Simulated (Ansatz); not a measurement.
The cell is the one relaxed in the Materials Project (mp-165), not relaxed further here; entries there can be hypothetical.

Input and log of a run on Si: DFT, r2SCAN, PAW with Ansatz's default frozen-core files, scalar-relativistic (Ansatz 0.2.0).

Command: `ansatz run input.yaml --threads 1 --pin off --max-ram 3072MiB --backend cpu --events-out ev --progress --plain --runs-dir out` The run took about 51 s on 1 thread of a shared machine.

```yaml
crystal:
  lattice:
    - [3.8313174605, 0.0, 0.0]
    - [-1.9156587303, 3.3180182508, 0.0]
    - [0.0, 0.0, 6.3326220002]
  atoms:
    - { symbol: Si, position: [0.3333333333, 0.6666666667, 0.0630095] }
    - { symbol: Si, position: [0.6666666667, 0.3333333333, 0.5630095] }
    - { symbol: Si, position: [0.3333333333, 0.6666666667, 0.4369905] }
    - { symbol: Si, position: [0.6666666667, 0.3333333333, 0.9369905] }
kpoints:
  mp_grid: { grid: [7, 7, 4] }
  band_path:
    path:
      - [0.0, 0.0, 0.0]
      - [0.5, 0.0, 0.0]
      - [0.3333333333, 0.3333333333, 0.0]
      - [0.0, 0.0, 0.0]
      - [0.0, 0.0, 0.5]
      - [0.5, 0.0, 0.5]
      - [0.3333333333, 0.3333333333, 0.5]
      - [0.0, 0.0, 0.5]
      - [0.5, 0.0, 0.5]
    npoints: 8
scf:
  occupations: { method: fermi_dirac, width: 0.03 }
hamiltonian:
  xc: r2scan
  pseudopotentials: { kind: paw }
output:
  forces: true
  stress: true
  eigenvalues: true
  efg: { contact_densities: true }
  populations: true
  bader: true
  dos: { projected: true, de: 0.2, e_range: [-14, 8] }
```

The log:

```
Engine: ansatz 0.2.0
Pseudopotentials: kind: paw
Pseudopotential: Si, paw, valence charge 4, recommended cutoff 500 eV (meta_gga)
Functional definition: r2SCAN
  parameter k0 = 0.174
  parameter k1 = 0.065
  parameter a1 = 4.9479
  exchange = r2scan_x(k0 = k0, k1 = k1, a1 = a1)
  correlation = r2scan_c
Crystal: 4 atoms, lattice volume = 80.503 Å³
Basis set: ecut = 500 eV, 2033 PW (Γ), exchange–correlation on 120×120×192 points (64 copies of the dense FFT grid, shifted against one another)
Bands: 12, of which v1, the nominal top of the filled ones, is band 8 counted from 1 (7 counted from 0)
Symmetry: 24 space group operations
Space group: P63/mmc (ITA 194), of the structure as read, at distance tolerance 4.3e-5 Å
k-points: 24 of 196
Non-local potential: Si, projectors of the file, l = 0: 2, l = 1: 2, l = 2: 2
PAW form: soft (Blöchl's): semilocal exchange-correlation on the pseudo side does not see the compensation charge
PAW frozen core: Si, regenerated for the run's functional (the file was generated under x = pbe(κ = 0.804, μ = 0.2195149727645171), c = pbe(β = 0.06672455060314922))
PAW one-centre angular grid: Si, 302 points (default); XC on 160 Gauss nodes
Initial density: superposition of atomic densities (neutral atoms: chi_scale 0, normalization atom), corrected by the library's trained network
Initial wavefunctions: pseudopotential atomic-orbital guess
Functional: x = r2scan, c = r2scan; τ floored in thin density (d = 2e-4 eV/Å³)
SCF iter   1: F=—  HF=-2556.174253 eV  |F-HF|=—  |Δ(HF+E_count)|=         —  Δρ=3.61e-3  dr2=7.83e-3  dr2_τ=2.46e-2  ethr=1.77e-3  ⟨swp⟩=6.6  Hψ=2163  notcnv=0
preconditioner: auto → none  [insulator: Δε(μ)=0.631 eV  Ē_g=8.387 eV  σ=0.030 eV  W_gap=1.00  n_scr=10 (ndim 8)  ℏωp=16.6 eV  f_vac=0.000  D(μ)=0.00/eV (n_scr^D=0)  ε∞_Penn≈4.9]
SCF iter   2: F=—  HF=-2556.206172 eV  |F-HF|=—  |Δ(HF+E_count)|=   3.19e-2  Δρ=2.06e-3  dr2=2.31e-3  dr2_τ=1.12e-5  ethr=4.89e-5  ⟨swp⟩=2.0  Hψ=766  notcnv=0
SCF iter   3: F=—  HF=-2556.206091 eV  |F-HF|=—  |Δ(HF+E_count)|=   8.11e-5  Δρ=2.23e-4  dr2=3.04e-5  dr2_τ=1.21e-6  ethr=1.45e-5  ⟨swp⟩=1.9  Hψ=387  notcnv=0
SCF iter   4: F=—  HF=-2556.206109 eV  |F-HF|=—  |Δ(HF+E_count)|=   1.85e-5  Δρ=4.19e-5  dr2=5.51e-7  dr2_τ=1.36e-8  ethr=1.90e-7  ⟨swp⟩=2.2  Hψ=456  notcnv=0
iter 5 did not close the SCF: its close was put off for the readings that it lacked (scf_convergence_deferred on its scf_iter line)
SCF iter   5: F=-2556.206111 eV  HF=-2556.206110 eV  |F-HF|=9.42e-8  |Δ(HF+E_count)|=   1.08e-6  Δρ=1.19e-5  dr2=4.17e-8  dr2_τ=1.04e-9  ethr=3.44e-9  ⟨swp⟩=2.5  Hψ=475  notcnv=0
SCF iter   6: F=-2556.206111 eV  HF=-2556.206111 eV  |F-HF|=9.75e-10  |Δ(HF+E_count)|=   1.03e-7  Δρ=1.53e-6  dr2=1.04e-9  dr2_τ=1.62e-11  ethr=2.61e-10  ⟨swp⟩=2.1  Hψ=1061  notcnv=0
SCF 1 converged in 6 iterations: F = -2556.206111 eV  dr2 = 1.04e-9
  greatest PAW one-centre occupation: 0.643 electrons in one spin orbital (limit 2), on the Si atom at site 3 (counted from 0), in its partial waves of l = 0
NSCF: frozen V_eff on 65 k-points
SCF converged after 6 iterations
Free energy (F): -2556.206111 eV
Harris-Foulkes:  -2556.206111 eV  (|F-HF|=9.75e-10)
Internal energy: -2556.206110 eV  (E = F + TS)
E sigma→0 (E₀):  -2556.206110 eV
Entropy (-TS):   -0.000000 eV (-0.000 meV/atom)
Fermi energy:    6.685611 eV
--- Per-component energies (eV) ---
  E_band       = 13.157807
  E_kinetic    = 161.822342
  E_local      = -108.472070  (includes V_loc(G=0)·N_el)
  E_nonlocal   = 100.002280
  E_hartree    = 30.535926
  E_xc         = -206.081625
  E_vxc        = -199.059514  (∫ρ·V_xc dr)
  E_paw        = -2078.050495  (= ΣΔE_a)
  E_vpaw       = -9.995348  (= ΣTr[D̂ρ^β])
  E_aug_tail   = 0.000017  (compensation charges beyond the density's cutoff)
  E_vtau       = 7.788216  (kinetic-family band-sum trace: ∫τ·v_τ [+ j·A + Jᵃ·Aᵃ] dr)
  E_ewald      = -455.656753
  E_core_change = -0.305732  (= ΣΔE_core)
  E_smearing   = -0.000000  (= −TS)
  E_closure    = 0.000000  (closes the sum)
  Σ components = -2556.206111   (vs F -2556.206111, Δ=0.00e0)
--- Forces (eV/Å), atoms counted from 1 ---
  atom   1  Si     0.00000000     0.00000000    -0.00594975
  atom   2  Si    -0.00000000    -0.00000000    -0.00594975
  atom   3  Si     0.00000000     0.00000000     0.00594975
  atom   4  Si    -0.00000000    -0.00000000     0.00594975
  max |Σ_I F_I| component: 7.40e-17 eV/Å
--- Stress (GPa, compression-positive) ---
        0.159637       0.000000       0.000000
        0.000000       0.159637       0.000000
        0.000000       0.000000       0.288825
  P = ⅓ Tr σ = 0.2027 GPa (2.027 kbar)
--- PAW observables at the nuclei: V_zz in 10²¹ V/m², potentials from the cell's mean, atoms counted from 1 ---
  atom   1  Si V_zz =    +0.420776   η = 0.0000   by run symmetry: allowed
            electrostatic potential = -1357.908309 V   contact ρ = 12788.874518 e/Å³
  atom   2  Si V_zz =    +0.420776   η = 0.0000   by run symmetry: allowed
            electrostatic potential = -1357.908309 V   contact ρ = 12788.874518 e/Å³
  atom   3  Si V_zz =    +0.420776   η = 0.0000   by run symmetry: allowed
            electrostatic potential = -1357.908309 V   contact ρ = 12788.874518 e/Å³
  atom   4  Si V_zz =    +0.420776   η = 0.0000   by run symmetry: allowed
            electrostatic potential = -1357.908309 V   contact ρ = 12788.874518 e/Å³
--- Band table (eV; the first three rows and the last of 24) ---
  k-point 0: bands = ["-6.4115", "-4.0086", "-1.1648", "4.7566", "4.7566", "6.0000", "6.3705", "6.3705", "7.7259", "8.5232", "8.5232", "8.9274"]
  k-point 1: bands = ["-6.1996", "-4.6593", "-0.1159", "4.3727", "4.9218", "4.9218", "6.0094", "6.0094", "7.9309", "8.8551", "8.8551", "9.1839"]
  k-point 2: bands = ["-5.5820", "-5.5820", "1.9713", "1.9713", "5.3854", "5.3854", "5.3854", "5.3854", "8.5040", "8.5040", "9.5581", "9.5581"]
  k-point 23: bands = ["-3.0697", "-3.0697", "-1.1012", "-1.1012", "1.9067", "1.9067", "4.1617", "4.1617", "8.2529", "8.2529", "10.4588", "10.4588"]
--- Löwdin populations: 4 sites ---
  site symbol       q [e]
     0     Si      3.9600
     1     Si      3.9600
     2     Si      3.9600
     3     Si      3.9600
  spilling = 0.010006 (of n_electrons = 16.000000)
--- Bader charges: 4 sites ---
  site symbol  charge [e]  shift [e]
     0     Si      0.0000     0.0000
     1     Si      0.0000     0.0000
     2     Si      0.0000     0.0000
     3     Si      0.0000     0.0000
  estimated error of the sums over rays = 8.1e-5 e
```
